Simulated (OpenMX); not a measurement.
# GaN (P6_3mc) in OpenMX: a series of runs, part 2 of 2

OpenMX 3.8.5. The steps go on from the part before.

## 3. Single point, LDA, 11.31 Å³/atom

File GaN.dat:

```
System.CurrrentDirectory             ./
System.Name                          GaN
DATA.PATH                            ./DFT_DATA13
level.of.stdout                      1
level.of.fileout                     0
Species.Number                       2
<Definition.of.Atomic.Species
  Ga  Ga7.0-s3p2d2           Ga_CA13
  N   N6.0-s2p2d1            N_CA13
Definition.of.Atomic.Species>

Atoms.Number                         4
Atoms.SpeciesAndCoordinates.Unit     FRAC
<Atoms.SpeciesAndCoordinates
    1  Ga    0.6666666667    0.3333333333    0.5000000000   6.500  6.500
    2  Ga    0.3333333333    0.6666666667    0.0000000000   6.500  6.500
    3  N     0.6666666667    0.3333333333    0.8750000000   2.500  2.500
    4  N     0.3333333333    0.6666666667    0.3750000000   2.500  2.500
Atoms.SpeciesAndCoordinates>

Atoms.UnitVectors.Unit               Ang
<Atoms.UnitVectors
     3.1800000000    0.0000000000    0.0000000000
    -1.5900000000    2.7539607840    0.0000000000
     0.0000000000    0.0000000000    5.1660000000
Atoms.UnitVectors>

scf.XcType                           LDA
scf.SpinPolarization                 off
scf.ElectronicTemperature            580.226
scf.energycutoff                     500.0
scf.maxIter                          100
scf.EigenvalueSolver                 band
scf.Kgrid                            11 11 5
scf.Mixing.Type                      rmm-diisk
scf.Init.Mixing.Weight               0.05
scf.Min.Mixing.Weight                0.001
scf.Max.Mixing.Weight                0.3
scf.Mixing.History                   25
scf.Mixing.StartPulay                8
scf.criterion                        1.0e-8
MD.Type                              nomd
```

Potentials or basis: OpenMX 2013 LDA set, Ga7.0-s3p2d2, N6.0-s2p2d1, fixed grid of 36 × 36 × 70 points.

Command:

```
openmx GaN.dat -nt 1 > GaN.std
```

GaN.out:

```text
Required cutoff energy (Ryd) for 3D-grids = 500.0000
      Used cutoff energy (Ryd) for 3D-grids = 472.2713, 472.2713, 507.4454
  Num. of grids of a-, b-, and c-axes = 36, 36, 70

  Num.Grid1.    36
  Num.Grid2.    36
  Num.Grid3.    70

  Cell_Volume =    305.306310371344 (Bohr^3)
  GridVol     =      0.003365369382 (Bohr^3)
  Cell vectors (bohr) of the grid cell (gtv)
    gtv_a =  0.166925795658,  0.000000000000,  0.000000000000
    gtv_b = -0.083462897829,  0.144561979585,  0.000000000000
    gtv_c =  0.000000000000,  0.000000000000,  0.139461777957
    |gtv_a| =  0.166925795658
    |gtv_b| =  0.166925795656
    |gtv_c| =  0.139461777957

***********************************************************
[... 282 lines left out ...]
  px          1   -0.006762937 -0.006762937  -0.013525874   0.000000000
  py          1   -0.006762965 -0.006762965  -0.013525929   0.000000000
  pz          1   -0.008265069 -0.008265069  -0.016530137   0.000000000
   sum over m     -0.021790970 -0.021790970  -0.043581941   0.000000000
   sum over m+mul  2.047756075  2.047756075   4.095512150   0.000000000
  d3z^2-r^2   0    0.003043676  0.003043676   0.006087352   0.000000000
  dx^2-y^2    0    0.002922444  0.002922444   0.005844887   0.000000000
  dxy         0    0.002922441  0.002922441   0.005844882   0.000000000
  dxz         0    0.002756280  0.002756280   0.005512559   0.000000000
  dyz         0    0.002756287  0.002756287   0.005512573   0.000000000
   sum over m      0.014401127  0.014401127   0.028802254   0.000000000
   sum over m+mul  0.014401127  0.014401127   0.028802254   0.000000000

***********************************************************
       xyz-coordinates (Ang) and forces (Hartree/Bohr)
***********************************************************

<coordinates.forces
  4
    1    Ga     1.59000   0.91799   2.58300  -0.000000029096 -0.000329483218 -0.002166582318
    2    Ga    -0.00000   1.83597   0.00000   0.000000027799  0.000329484295 -0.002166582310
    3     N     1.59000   0.91799   4.52025   0.000000004685  0.000208102073  0.002189978572
    4     N    -0.00000   1.83597   1.93725  -0.000000003386 -0.000208103151  0.002189978573
coordinates.forces>

***********************************************************
       Fractional coordinates of the final structure
***********************************************************

     1     Ga     0.66666666670000   0.33333333330000   0.50000000000000
     2     Ga     0.33333333330000   0.66666666670000   0.00000000000000
     3      N     0.66666666670000   0.33333333330000   0.87500000000000
     4      N     0.33333333330000   0.66666666670000   0.37500000000000
```

Wall time 2.7 min (1 thread of Arm Neoverse V2, shared host); peak memory 1.1 GiB.

What came out:

| Quantity | Value |
| --- | --- |
| Free energy | -4733.7660 eV |
| Largest force | 0.113 eV/Å |
| Band gap on the k mesh | 2.43 eV, direct |
| Mulliken charges | Ga +0.74; N -0.74 e |

Caveat: the basis has few d functions beyond the semicore shells, which can make volumes several per cent too large; Mulliken charges move with the basis; the basis of atomic orbitals isn't converged, which shifts pressures, moduli and gaps.

## 4. Single point, LDA, 11.08 Å³/atom (volume scaled by 0.98)

Changes to GaN.dat since step 3:

```diff
@@ -22,5 +22,5 @@
 <Atoms.UnitVectors
-     3.1800000000    0.0000000000    0.0000000000
-    -1.5900000000    2.7539607840    0.0000000000
-     0.0000000000    0.0000000000    5.1660000000
+     3.1586570750    0.0000000000    0.0000000000
+    -1.5793285375    2.7354772688    0.0000000000
+     0.0000000000    0.0000000000    5.1313278144
 Atoms.UnitVectors>
@@ -30,3 +30,2 @@
 scf.ElectronicTemperature            580.226
-scf.energycutoff                     500.0
 scf.maxIter                          100
@@ -42 +41,3 @@
 MD.Type                              nomd
+scf.Ngrid                            36 36 70
+scf.energycutoff                     500.0
```

Command:

```
openmx GaN.dat -nt 1 > GaN.std
```

Wall time 2.8 min (1 thread of Arm Neoverse V2, shared host); peak memory 1.1 GiB.

Results (log left out):

| Quantity | Value |
| --- | --- |
| Free energy | -4733.7654 eV |
| Largest force | 0.119 eV/Å |
| Band gap on the k mesh | 2.58 eV, direct |
| Mulliken charges | Ga +0.76; N -0.76 e |

Caveat: the basis has few d functions beyond the semicore shells, which can make volumes several per cent too large; Mulliken charges move with the basis; the basis of atomic orbitals isn't converged, which shifts pressures, moduli and gaps.

## 5. Single point, LDA, 11.54 Å³/atom (volume scaled by 1.02)

Changes to GaN.dat since step 4:

```diff
@@ -22,5 +22,5 @@
 <Atoms.UnitVectors
-     3.1586570750    0.0000000000    0.0000000000
-    -1.5793285375    2.7354772688    0.0000000000
-     0.0000000000    0.0000000000    5.1313278144
+     3.2010602164    0.0000000000    0.0000000000
+    -1.6005301082    2.7721994664    0.0000000000
+     0.0000000000    0.0000000000    5.2002129176
 Atoms.UnitVectors>
```

Command:

```
openmx GaN.dat -nt 1 > GaN.std
```

It took 2.8 min on 1 thread of Arm Neoverse V2, shared host; peak memory 1.1 GiB.

It converged, with:

```
Free energy            : -4733.7453 eV
Largest force          : 0.107 eV/Å
Band gap on the k mesh : 2.28 eV, direct
Mulliken charges       : Ga +0.72; N -0.72 e
```

Caveat: the basis has few d functions beyond the semicore shells, which can make volumes several per cent too large; Mulliken charges move with the basis; the basis of atomic orbitals isn't converged, which shifts pressures, moduli and gaps.

## 6. Single point, LDA, 10.86 Å³/atom (volume scaled by 0.96)

Changes to GaN.dat since step 5:

```diff
@@ -22,5 +22,5 @@
 <Atoms.UnitVectors
-     3.2010602164    0.0000000000    0.0000000000
-    -1.6005301082    2.7721994664    0.0000000000
-     0.0000000000    0.0000000000    5.2002129176
+     3.1370217585    0.0000000000    0.0000000000
+    -1.5685108793    2.7167405351    0.0000000000
+     0.0000000000    0.0000000000    5.0961806304
 Atoms.UnitVectors>
```

Potentials or basis: OpenMX 2013 LDA set, Ga7.0-s3p2d2, N6.0-s2p2d1, fixed grid of 36 × 36 × 70 points.

Command:

```
openmx GaN.dat -nt 1 > GaN.std
```

Run time: 2.8 min. Hardware: 1 thread of Arm Neoverse V2, shared host; peak memory 1.2 GiB.

Results (log left out):

* Free energy: -4733.7413 eV
* Largest force: 0.125 eV/Å
* Band gap on the k mesh: 2.73 eV, direct
* Mulliken charges: Ga +0.79; N -0.79 e

Caveat: the basis has few d functions beyond the semicore shells, which can make volumes several per cent too large; Mulliken charges move with the basis; the basis of atomic orbitals isn't converged, which shifts pressures, moduli and gaps.

## 7. Single point, LDA, 11.76 Å³/atom (volume scaled by 1.04)

Changes to GaN.dat since step 6:

```diff
@@ -22,5 +22,5 @@
 <Atoms.UnitVectors
-     3.1370217585    0.0000000000    0.0000000000
-    -1.5685108793    2.7167405351    0.0000000000
-     0.0000000000    0.0000000000    5.0961806304
+     3.2218469041    0.0000000000    0.0000000000
+    -1.6109234521    2.7902012661    0.0000000000
+     0.0000000000    0.0000000000    5.2339814801
 Atoms.UnitVectors>
```

Command:

```
openmx GaN.dat -nt 1 > GaN.std
```

It took 2.7 min on 1 thread of Arm Neoverse V2, shared host; peak memory 1.1 GiB.

The run converged. Its results:

| Property | Result |
| --- | --- |
| Free energy | -4733.7066 eV |
| Largest force | 0.102 eV/Å |
| Band gap on the k mesh | 2.14 eV, direct |
| Mulliken charges | Ga +0.69; N -0.69 e |

Caveat: the basis has few d functions beyond the semicore shells, which can make volumes several per cent too large; Mulliken charges move with the basis; the basis of atomic orbitals isn't converged, which shifts pressures, moduli and gaps.

## 8. Single point, LDA, 10.63 Å³/atom (volume scaled by 0.94)

Changes to GaN.dat since step 7:

```diff
@@ -22,5 +22,5 @@
 <Atoms.UnitVectors
-     3.2218469041    0.0000000000    0.0000000000
-    -1.6109234521    2.7902012661    0.0000000000
-     0.0000000000    0.0000000000    5.2339814801
+     3.1150838257    0.0000000000    0.0000000000
+    -1.5575419129    2.6977417280    0.0000000000
+     0.0000000000    0.0000000000    5.0605418376
 Atoms.UnitVectors>
```

Command:

```
openmx GaN.dat -nt 1 > GaN.std
```

Wall time 3 min (1 thread of Arm Neoverse V2, shared host); peak memory 1.2 GiB.

Results (log left out):

```
Free energy            : -4733.6919 eV
Largest force          : 0.131 eV/Å
Band gap on the k mesh : 2.89 eV, direct
Mulliken charges       : Ga +0.81; N -0.81 e
```

Caveat: the basis has few d functions beyond the semicore shells, which can make volumes several per cent too large; Mulliken charges move with the basis; the basis of atomic orbitals isn't converged, which shifts pressures, moduli and gaps.

## 9. Single point, LDA, 11.99 Å³/atom (volume scaled by 1.06)

Changes to GaN.dat since step 8:

```diff
@@ -22,5 +22,5 @@
 <Atoms.UnitVectors
-     3.1150838257    0.0000000000    0.0000000000
-    -1.5575419129    2.6977417280    0.0000000000
-     0.0000000000    0.0000000000    5.0605418376
+     3.2423687753    0.0000000000    0.0000000000
+    -1.6211843877    2.8079737278    0.0000000000
+     0.0000000000    0.0000000000    5.2673198406
 Atoms.UnitVectors>
```

Potentials or basis: OpenMX 2013 LDA set, Ga7.0-s3p2d2, N6.0-s2p2d1, fixed grid of 36 × 36 × 70 points.

Command:

```
openmx GaN.dat -nt 1 > GaN.std
```

Run time: 2.7 min. Hardware: 1 thread of Arm Neoverse V2, shared host; peak memory 1 GiB.

Results (log left out):

```
Free energy            : -4733.6515 eV
Largest force          : 0.098 eV/Å
Band gap on the k mesh : 2.00 eV, direct
Mulliken charges       : Ga +0.67; N -0.67 e
```

Caveat: the basis has few d functions beyond the semicore shells, which can make volumes several per cent too large; Mulliken charges move with the basis; the basis of atomic orbitals isn't converged, which shifts pressures, moduli and gaps.

## 10. Equation of state, LDA

Potentials or basis: OpenMX 2013 LDA set, Ga7.0-s3p2d2, N6.0-s2p2d1, fixed grid of 36 × 36 × 70 points.

No new run: the results of the series are fitted here.

What came out:

| Quantity | Value |
| --- | --- |
| Equilibrium volume | 11.20 Å³/atom |
| Bulk modulus at fixed shape and positions | 192 GPa |
| Pressure derivative of the bulk modulus | 4.7 (rough: it moves with the points fitted) |

Energy against volume, from the lowest point:
```csv
volume (Å³/atom),energy (meV/atom)
10.632,18.55
10.858,6.19
11.084,0.16
11.310,0.00
11.537,5.18
11.763,14.85
11.989,28.64
```

Caveat: the basis has few d functions beyond the semicore shells, which can make volumes several per cent too large; volumes in these bases differ from converged ones by about 1 %, for some elements by several; the cell was scaled at fixed shape and fractional positions, which overstates the stiffness of a crystal with free parameters, most of all of layers and chains; the basis of atomic orbitals isn't converged, which shifts pressures, moduli and gaps.

## 11. Comparison with measurements

Step 2. Against the measured gap of GaN, 3.503 eV (direct; quoted in “Studying electronic properties in GaN without electrical contacts using γ-γ vs e−-γ Perturbed Angular Correlations”, 2019, pmc:6823545), the calculated 2.43 eV is off by -1.07 eV. Spin-orbit coupling on Ga is left out. The value is that of LDA in an atomic basis (OpenMX 2013 LDA set, Ga7.0-s3p2d2, N6.0-s2p2d1, grid cutoff 500 Ry), whose error adds to the functional's,, without temperature or zero-point motion. Semilocal functionals fall short of measured gaps as a rule.
